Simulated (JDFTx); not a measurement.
W:

```
W
1.0
    -1.58234    1.58234    1.58234
     1.58234   -1.58234    1.58234
     1.58234    1.58234   -1.58234
W
1
Direct
  0.00000 0.00000 0.00000
```

Base run:

| Quantity | Value |
| --- | --- |
| Program | JDFTx 1.7.0 (patched build) |
| Functional | PBEsol |
| Potentials or basis | PseudoDojo-SR-PBEsol-0.4.1-standard with smoothed tails |
| Cutoff | 1007 eV |
| Density cutoff | 4027 eV |
| k mesh | 12 × 12 × 12 |
| Occupations | fermi-dirac, width 0.05 eV |
| Spin | no spin polarisation |

Its results: band gap on the k mesh none (metal or under the smearing width); pressure -2.8 GPa.

Q: The run is repeated on the same cell with these changes: functional from PBEsol to PBE; potentials or basis from PseudoDojo-SR-PBEsol-0.4.1-standard with smoothed tails to PseudoDojo-SR-PBE-0.4.1-standard with smoothed tails. What comes out?

A: Band gap on the k mesh none (metal or under the smearing width); pressure 5.9 GPa.

Caveats: the empty levels aren't tightly converged (some runs).
